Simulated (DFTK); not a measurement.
# Bi under changes of volume

One of the cells (35.070 Å³/atom); the others are scaled copies at fixed shape and fractional positions:

```
Bi
1.0
     2.26750    1.30914    3.93800
    -2.26750    1.30914    3.93800
     0.00000   -2.61828    3.93800
Bi
2
Direct
  0.76600 0.76600 0.76600
  0.23400 0.23400 0.23400
```

```yaml
Program: DFTK 0.8.2
Functional: BLYP
Potentials_or_basis: dojo.nc.sr.pbe.v0_4_1.standard.upf (PBE)
Cutoff: 898 eV
k_mesh: 4 × 4 × 4
Occupations: fermi-dirac, width 0.05 eV
Spin: no spin polarisation
```

```tsv
volume (Å³/atom)	energy over the lowest point (meV/atom)	pressure (GPa)	largest force (eV/Å)
32.965	144.19	9.4	0.279
33.667	106.18	7.9	0.176
34.368	74.56	6.5	0.080
35.070	?	?	?
35.771	27.94	4.1	0.092
36.472	11.87	3.1	0.169
37.174	0.00	2.2	0.242
```

Question: What does the run at 35.070 Å³/atom give?

Answer: Energy over the lowest point 48.67 meV/atom; pressure 5.3 GPa; largest force 0.008 eV/Å.

Worked out: A Birch-Murnaghan fit of order 3 (a polynomial in V^(-2/3)) to the other rows has no minimum within the range. It gives 48.65 meV/atom at 35.070 Å³/atom, against the run's 48.67, and -dE/dV = 5.3 GPa, against 5.3.

Energies are extrapolated to zero smearing.

Caveats: all runs use coarse meshes; the minimum lies outside the volumes run; the potentials were made for another functional, which shifts forces and pressure.
